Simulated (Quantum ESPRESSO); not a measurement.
# TiC (Fm-3m) in Quantum ESPRESSO: settings compared, part 2 of 3

Quantum ESPRESSO 7.5. Earlier steps stand in the parts before.

### 3 Phonons, vdW-DF-cx

pw.in

```
&CONTROL
  calculation = 'scf'
  prefix = 'pwscf'
  outdir = './tmp'
  pseudo_dir = './pseudo'
  tprnfor = .true.
  tstress = .true.
  disk_io = 'low'
/
&SYSTEM
  ibrav = 0
  nat = 2
  ntyp = 2
  ecutwfc = 84
  nbnd = 14
  input_dft = 'vdw-df-cx'
  occupations = 'smearing'
  smearing = 'mv'
  degauss = 0.01469973
/
&ELECTRONS
  conv_thr = 4d-10
  electron_maxstep = 120
  mixing_beta = 0.5
/
ATOMIC_SPECIES
Ti    47.8670 Ti.upf
C     12.0110 C.upf
CELL_PARAMETERS angstrom
   0.0000000000    2.1657188437    2.1657188437
   2.1657188437    0.0000000000    2.1657188437
   2.1657188437    2.1657188437    0.0000000000
ATOMIC_POSITIONS crystal
Ti     0.0000000000    0.0000000000    0.0000000000
C      0.5000000000    0.5000000000    0.5000000000
K_POINTS automatic
11 11 11 0 0 0
```

relax.in

```
&CONTROL
  calculation = 'vc-relax'
  prefix = 'pwscf'
  outdir = './tmp'
  pseudo_dir = './pseudo'
  tprnfor = .true.
  tstress = .true.
  disk_io = 'low'
  nstep = 40
  forc_conv_thr = 0.0001
  etot_conv_thr = 1d-06
/
&SYSTEM
  ibrav = 0
  nat = 2
  ntyp = 2
  ecutwfc = 84
  nbnd = 14
  input_dft = 'vdw-df-cx'
  occupations = 'smearing'
  smearing = 'mv'
  degauss = 0.01469973
/
&ELECTRONS
  conv_thr = 4d-10
  electron_maxstep = 120
  mixing_beta = 0.5
/
&IONS
  ion_dynamics = 'bfgs'
/
&CELL
  cell_dynamics = 'bfgs'
  press = 0
  press_conv_thr = 0.2
/
ATOMIC_SPECIES
Ti    47.8670 Ti.upf
C     12.0110 C.upf
CELL_PARAMETERS angstrom
   0.0000000000    2.1657188437    2.1657188437
   2.1657188437    0.0000000000    2.1657188437
   2.1657188437    2.1657188437    0.0000000000
ATOMIC_POSITIONS crystal
Ti     0.0000000000    0.0000000000    0.0000000000
C      0.5000000000    0.5000000000    0.5000000000
K_POINTS automatic
11 11 11 0 0 0
```

scf2.in

```
&CONTROL
  calculation = 'scf'
  prefix = 'pwscf'
  outdir = './tmp'
  pseudo_dir = './pseudo'
  tprnfor = .true.
  tstress = .true.
  disk_io = 'low'
/
&SYSTEM
  ibrav = 0
  nat = 2
  ntyp = 2
  ecutwfc = 84
  nbnd = 14
  input_dft = 'vdw-df-cx'
  occupations = 'smearing'
  smearing = 'mv'
  degauss = 0.01469973
/
&ELECTRONS
  conv_thr = 1d-13
  electron_maxstep = 120
  mixing_beta = 0.5
  startingpot = 'file'
  startingwfc = 'file'
/
ATOMIC_SPECIES
Ti    47.8670 Ti.upf
C     12.0110 C.upf
CELL_PARAMETERS angstrom
   0.0000000000    2.1524002986    2.1524002986
   2.1524002986    0.0000000000    2.1524002986
   2.1524002986    2.1524002986    0.0000000000
ATOMIC_POSITIONS crystal
Ti     0.0000000000    0.0000000000    0.0000000000
C      0.5000000000    0.5000000000    0.5000000000
K_POINTS automatic
11 11 11 0 0 0
```

ph.in

```
phonons of TiC
&INPUTPH
  prefix = 'pwscf'
  outdir = './tmp'
  tr2_ph = 1d-18
  fildyn = 'dyn'
  niter_ph = 90
  alpha_mix(1) = 0.4
/
0.0000000000 0.0000000000 0.0000000000
```

dynmat.in

```
&INPUT
  fildyn = 'dyn'
  asr = 'crystal'
  filout = 'dynmat.disp'
  fileig = 'dynmat.eig'
/
```

Potentials or basis: PseudoDojo 0.4.1 SR PBE standard.

Command:

```sh
$ OMP_NUM_THREADS=1 mpirun -n 4 pw.x -nk 4 -in pw.in > pw.out
$ OMP_NUM_THREADS=1 mpirun -n 4 pw.x -nk 4 -in relax.in > relax.out
$ OMP_NUM_THREADS=1 mpirun -n 4 pw.x -nk 4 -in scf2.in > scf2.out
$ OMP_NUM_THREADS=1 mpirun -n 4 ph.x -nk 4 -in ph.in > ph.out
$ OMP_NUM_THREADS=1 mpirun -n 1 dynmat.x -in dynmat.in > dynmat.out
```

pw.out:

```text
This program is part of the open-source Quantum ESPRESSO suite
     for quantum simulation of materials; please cite
         "P. Giannozzi et al., J. Phys.:Condens. Matter 21 395502 (2009);
         "P. Giannozzi et al., J. Phys.:Condens. Matter 29 465901 (2017);
         "P. Giannozzi et al., J. Chem. Phys. 152 154105 (2020);
     in publications or presentations arising from this work. More details at

     IMPORTANT: XC functional enforced from input :
     Exchange-correlation= VDW-DF-CX
                           (   1   4  27   0   1   0   0)
     Any further DFT definition will be discarded
     Please, verify this is what you really want

     Message from routine setup:
     using ibrav=0 with symmetry is DISCOURAGED, use correct ibrav instead

     K-points division:     npool     =       4
     Subspace diagonalization in iterative solution of the eigenvalue problem:
     a serial algorithm will be used

     G-vector sticks info
     --------------------
[... 244 lines left out ...]

          k = 0.0000 0.0000 0.0000 (  1807 PWs)   bands (ev):

   -41.8219 -17.8845 -17.8845 -17.8845   2.2591  15.3600  15.3600  15.3600
    16.3464  16.3464  16.3464  16.4153  16.4153  25.1495
[... 273 lines left out ...]
   -41.7239 -18.2064 -18.1842 -18.0491   5.1522  11.3040  11.4523  12.1792
    17.1901  17.6108  18.3042  19.9443  20.0514  28.3079

     the Fermi energy is    14.7074 ev

!    total energy              =    -130.84686075 Ry
     estimated scf accuracy    <          2.1E-10 Ry
     smearing contrib. (-TS)   =      -0.00002119 Ry
     internal energy E=F+TS    =    -130.84683956 Ry

     The total energy is F=E-TS. E is the sum of the following terms:
     one-electron contribution =     -29.47539841 Ry
     hartree contribution      =      22.73878791 Ry
     xc contribution           =     -21.70721888 Ry
     ewald contribution        =    -102.40301018 Ry

     convergence has been achieved in  11 iterations

     Forces acting on atoms (cartesian axes, Ry/au):

     atom    1 type  1   force =    -0.00000000    0.00000000   -0.00000000
     atom    2 type  2   force =     0.00000000    0.00000000    0.00000000

     Total force =     0.000000     Total SCF correction =     0.000000

     Computing stress (Cartesian axis) and pressure

          total   stress  (Ry/bohr**3)                   (kbar)     P=      -47.23
  -0.00032104   0.00000000   0.00000000          -47.23        0.00        0.00
   0.00000000  -0.00032104   0.00000000            0.00      -47.23        0.00
   0.00000000   0.00000000  -0.00032104            0.00        0.00      -47.23

=------------------------------------------------------------------------------=
   JOB DONE.
=------------------------------------------------------------------------------=
```

relax.out:

```text
This program is part of the open-source Quantum ESPRESSO suite
     for quantum simulation of materials; please cite
         "P. Giannozzi et al., J. Phys.:Condens. Matter 21 395502 (2009);
         "P. Giannozzi et al., J. Phys.:Condens. Matter 29 465901 (2017);
         "P. Giannozzi et al., J. Chem. Phys. 152 154105 (2020);
[... 2280 lines left out ...]
  -0.00000000  -0.00000101  -0.00000000           -0.00       -0.15       -0.00
  -0.00000000  -0.00000000  -0.00000101           -0.00       -0.00       -0.15

=------------------------------------------------------------------------------=
   JOB DONE.
=------------------------------------------------------------------------------=
```

scf2.out:

```text
This program is part of the open-source Quantum ESPRESSO suite
     for quantum simulation of materials; please cite
         "P. Giannozzi et al., J. Phys.:Condens. Matter 21 395502 (2009);
         "P. Giannozzi et al., J. Phys.:Condens. Matter 29 465901 (2017);
         "P. Giannozzi et al., J. Chem. Phys. 152 154105 (2020);
[... 516 lines left out ...]
  -0.00000000  -0.00000100  -0.00000000           -0.00       -0.15       -0.00
  -0.00000000  -0.00000000  -0.00000100           -0.00       -0.00       -0.15

=------------------------------------------------------------------------------=
   JOB DONE.
=------------------------------------------------------------------------------=
```

It took 4 min on 4 MPI ranks of Intel Xeon Platinum 8259CL at 2.50GHz (Skylake/Cascade Lake), shared host; peak memory 0.6 GiB.

Results:

| Property | Result |
| --- | --- |
| Free energy | -1780.2677 eV |
| Relaxed volume | 9.97 Å³/atom |
| Relaxed cell | a = 3.044 Å, b = 3.044 Å, c = 3.044 Å, α = 60.00°, β = 60.00°, γ = 60.00° |
| Space group after relaxing (to 0.05 Å) | Fm-3m (No. 225) |
| Pressure after relaxing | 0.0 GPa |
| Band gap on the k mesh | none (metal or under the smearing width) |
| Highest phonon frequency at Γ | 532 cm⁻¹ |

Step by step:
| step | energy change (eV) | largest force (eV/Å) | pressure (GPa) | volume (Å³) |
| --- | --- | --- | --- | --- |
| 1 | 0.0000 | 0.0000 | -4.72 | 20.32 |
| 2 | -0.0050 | 0.0000 | 1.53 | 19.83 |
| 3 | -0.0056 | 0.0000 | -0.05 | 19.95 |
| 4 | -0.0056 | 0.0000 | 0.00 | 19.94 |

Final structure:
```cif
data_structure
_symmetry_space_group_name_H-M 'P 1'
_symmetry_Int_Tables_number 1
_cell_length_a 3.0440
_cell_length_b 3.0440
_cell_length_c 3.0440
_cell_angle_alpha 60.000
_cell_angle_beta 60.000
_cell_angle_gamma 60.000
_cell_volume 19.94
loop_
_atom_site_label
_atom_site_type_symbol
_atom_site_fract_x
_atom_site_fract_y
_atom_site_fract_z
_atom_site_occupancy
Ti1 Ti 0.00000 0.00000 0.00000 1
C1 C 0.50000 0.50000 0.50000 1
```

Phonon frequencies in cm⁻¹ (negative: imaginary):
| q point | frequencies |
| --- | --- |
| (0.000, 0.000, 0.000) | 23 23 23 532 532 532 |

Optical modes at Γ, degenerate ones joined:
| cm⁻¹ | components | symmetry | active in |
| --- | --- | --- | --- |
| 532 | 3 | T1u | IR |

Caveat: the potentials were made for another functional, which shifts forces and pressure.

(Part 2 of 3 ends here.)
